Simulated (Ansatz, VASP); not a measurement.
**HgTe, level by level in two programs**

```xyz
2
Lattice="0.0000 3.1370 3.1370 3.1370 0.0000 3.1370 3.1370 3.1370 0.0000" Properties=species:S:1:pos:R:3 pbc="T T T"
Hg    0.0000    0.0000    0.0000
Te    3.1370    3.1370    3.1370
```

Measurements of this composition are mostly on another form, of space group No. 216.

Single points on this cell with VASP 6.6.1 and Ansatz 0.2.0. Each row is one pair of runs. Alike in all rows: spin: off; k mesh: 7 × 7 × 7; smearing: fermi-dirac, width 0.05 eV; Ansatz's potentials, cutoff: Ansatz PAW, 420 eV.

| level | VASP's potentials, cutoff | gap on the k mesh at the Fermi level (eV), VASP | gap on the k mesh at the Fermi level (eV), Ansatz | pressure (GPa), VASP | pressure (GPa), Ansatz |
| --- | --- | --- | --- | --- | --- |
| LDA | VASP PAW LDA potentials, release 64 (Hg, Te), 520 eV | none | none | -6.8 | -7.0 |
| PBE | VASP PAW PBE potentials, release 64 (Hg, Te), 520 eV | none | none | -2.5 | -2.6 |
| PBEsol | VASP PAW PBE potentials, release 64 (Hg, Te), 520 eV | none | none | -5.4 | -5.5 |

Pressure (GPa): the two programs differ by at most 0.18.

A gap of «none» marks a metal or a gap that the smearing closes.

Caveats: the PAW data sets were made with another functional, which shifts forces and pressure a little (VASP); the PAW data sets come from PBE, with cores solved anew for the run's functional, which leaves a small shift of forces and pressure (Ansatz).
